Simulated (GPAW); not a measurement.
Runs of GPAW 26.7.0 on SnO2 (Cassiterite). It takes space group P4_2/mnm (No. 136, tetragonal). The conventional cell has a = 4.738 Å, b = 4.738 Å, c = 3.187 Å, α = 90.00°, β = 90.00°, γ = 90.00°. Around Sn (site symmetry mmm) lie 6 O at 2.05 to 2.06 Å. O (site symmetry m2m) has 3 Sn at 2.05 to 2.06 Å as nearest neighbours. 

| task | level | potentials or basis | k mesh | cutoff (eV) | smearing | response ecut | response k mesh | response bands | kernels | coarser k mesh | gap on the mesh (eV) | pressure (GPa) | largest force (eV/Å) |
| --- | --- | --- | --- | --- | --- | --- | --- | --- | --- | --- | --- | --- | --- |
| dielectric tensor | AM05 | PAW data sets generated in the run's folder for this functional, pw | 5 × 5 × 7 | 550 | fermi-dirac 0.001 eV | 80 eV | 5 × 5 × 8 | 74 | ["RPA"] | 5 × 5 × 8 | 1.25 | - | - |
| dielectric tensor | LDA | the program's PAW data sets (release 1.2.1) made for this functional, pw | 5 × 5 × 7 | 550 | fermi-dirac 0.001 eV | 80 eV | 5 × 5 × 8 | 74 | ["RPA"] | 5 × 5 × 8 | 1.14 | - | - |
| dielectric tensor | PBE | GPAW PAW data sets (gpaw-data 1.2.1), pw | 5 × 5 × 7 | 550 | fermi-dirac 0.001 eV | 80 eV | 5 × 5 × 8 | 74 | ["RPA"] | 5 × 5 × 8 | 1.29 | - | - |
| band structure | PBEsol | PAW data sets generated in the run's folder for this functional, pw | 6 × 6 × 8 | 800 | fermi-dirac 0.05 eV | - | - | - | - | - | (b) | 3.2 | 0.19 |
| band structure | LDA | the program's PAW data sets (release 1.2.1) made for this functional, pw | 6 × 6 × 8 | 800 | fermi-dirac 0.05 eV | - | - | - | - | - | 1.16 | -2.8 | (a) |

Alike in all rows: no spin polarisation; cell as given.

Task: Estimate the missing entries.

Result: (a) 0.12; (b) 1.21.

Caveats: spin-orbit coupling is left out, which moves the levels of the heavy elements; the long-wavelength limit can be off by a per cent or two (some runs); an odd mesh through Γ misses points on the zone boundary, where band edges often lie (some runs).

A k mesh can miss the band edges, and the runs leave out spin-orbit coupling on Sn.
